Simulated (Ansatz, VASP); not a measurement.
**CuAu in VASP and in Ansatz**

```
CELL_PARAMETERS angstrom
2.85323 0.00000 0.00000
0.00000 2.85323 0.00000
0.00000 0.00000 4.07007
ATOMIC_POSITIONS crystal
Cu 0.50000 0.50000 0.50000
Au 0.00000 0.00000 0.00000
```

Alike in both runs: task single point; functional PBE; k mesh 16 × 16 × 12; occupations gaussian, width 0.1 eV; no spin polarisation.

|  | VASP | Ansatz |
| --- | --- | --- |
| version | VASP 6.6.1 | Ansatz 0.2.0 |
| potentials or method | VASP PAW PBE potentials, release 64 (Cu, Au) | scalar-relativistic, plane waves, PAW |
| plane-wave cutoff (eV) | 520 | 420 |
| valence electrons in the cell | 22 | 38 |

Ansatz gave:

```
gap on the k mesh at the Fermi level (eV)       : none
pressure (GPa)                                  : -10.3
largest component of the traceless stress (GPa) : 1.97
```

**Question.** What did VASP give for the same quantities?

**Answer.** gap on the k mesh at the Fermi level (eV): none; pressure (GPa): -10.2; largest component of the traceless stress (GPa): 1.96.

A gap of «none» marks a metal or a gap that the smearing closes. The functional is the same, so the differences come from potentials, cutoffs and numerics. The two sets of potentials don't hold the same shells in valence.

Spin-orbit coupling is left out, which matters for the levels of Au.
